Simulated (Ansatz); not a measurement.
GaP, 2 atoms in the cell. It takes space group F-43m (No. 216, cubic). Conventional cell: a = 5.451 Å, b = 5.451 Å, c = 5.451 Å, α = 90.00°, β = 90.00°, γ = 90.00°. Around Ga (site symmetry -43m) lie 4 P at 2.36 Å. Around P (site symmetry -43m) lie 4 Ga at 2.36 Å. 

- Program: Ansatz 0.2.0
- Task: Born charges and dielectric tensor
- Functional: PBE
- Potentials or basis: all-electron PAW datasets made for the crystal
- Cutoff: 270 eV (chosen from the basis error)
- k mesh: 8 × 8 × 8
- Occupations: fixed
- Spin: no spin polarisation

Potentials or basis: all-electron PAW datasets made for the crystal.

Run with:

```sh
$ ansatz run input.yaml --threads 1 --pin off --max-ram 3072MiB --backend cpu --events-out ev --progress --plain --runs-dir out
```

Hardware: 1 thread of Intel(R) Xeon(R) Processor @ 2.50GHz (Skylake/Cascade Lake), with other jobs on the host.

Task: How long does it take, and how much memory?

Result: Run time: 99 s on 1 thread of Intel(R) Xeon(R) Processor @ 2.50GHz (Skylake/Cascade Lake), with other jobs on the host, peak memory 0.65 GiB. Counts: scf iterations 8, plane waves 411, k points 95, bands 13.
